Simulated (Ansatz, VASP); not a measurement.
This is a calculation of HfN for Ansatz 0.2.0.

Contents of input.yaml:

```yaml
crystal:
  lattice:
    - [0.0, 2.4710795731, 2.4710795731]
    - [2.4710795731, 0.0, 2.4710795731]
    - [2.4710795731, 2.4710795731, 0.0]
  atoms:
    - { symbol: Hf, position: [0.0, 0.0, 0.0] }
    - { symbol: "N", position: [0.25, 0.25, 0.25] }
kpoints:
  mp_grid: { grid: [9, 9, 9] }
scf:
  occupations: { method: fermi_dirac, width: 0.05 }
hamiltonian:
  xc: pbesol
  pseudopotentials: { kind: all_electron, lapw: { basis_error: 0.0005 } }
output:
  forces: true
  stress: true
  eigenvalues: true
```

Potentials or basis: all-electron LAPW, scalar-relativistic.

Run with:

```bash
$ ansatz run input.yaml --threads 1 --pin off --max-ram 3072MiB --backend cpu --events-out ev --progress --plain --runs-dir out
```

**Question.** Translate it to VASP 6.6.1. Potentials there: VASP PAW PBE potentials, release 64 (Hf_pv, N).

**Answer.** As run (the cutoff follows the program's own potentials):

Contents of INCAR:

```
SYSTEM = HfN
PREC = Accurate
ENCUT = 520
EDIFF = 1E-7
ISMEAR = -1
SIGMA = 0.05
LREAL = .FALSE.
LASPH = .TRUE.
NELM = 80
ALGO = Normal
ISIF = 2
LWAVE = .FALSE.
LCHARG = .FALSE.
GGA = PS
NBANDS = 14
```

KPOINTS

```
regular mesh
0
G
  9 9 9
  0 0 0
```

POSCAR

```
HfN
1.0
    0.0000000000      2.4710795731      2.4710795731
    2.4710795731      0.0000000000      2.4710795731
    2.4710795731      2.4710795731      0.0000000000
Hf N
1 1
Direct
    0.0000000000      0.0000000000      0.0000000000
    0.2500000000      0.2500000000      0.2500000000
```

Potentials or basis: VASP PAW PBE potentials, release 64 (Hf_pv, N).

Run with:

```sh
$ cat potpaw_PBE.64/Hf_pv/POTCAR potpaw_PBE.64/N/POTCAR > POTCAR
$ mpirun -np 1 vasp_std > vasp.out
```

Both were run:

|  | VASP | Ansatz | Ansatz less VASP |
| --- | --- | --- | --- |
| gap on the k mesh at the Fermi level (eV) | none | none | - |
| pressure (GPa) | -9.4 | -8.5 | +0.94 |

A gap of «none» marks a metal or a gap that the smearing closes. Ansatz ran all-electron here, so the differences hold the error of VASP's frozen core and of both bases.

Caveats: the PAW data sets were made with another functional, which shifts forces and pressure a little (VASP). The runs have no spin-orbit coupling, so splittings on Hf are missing.
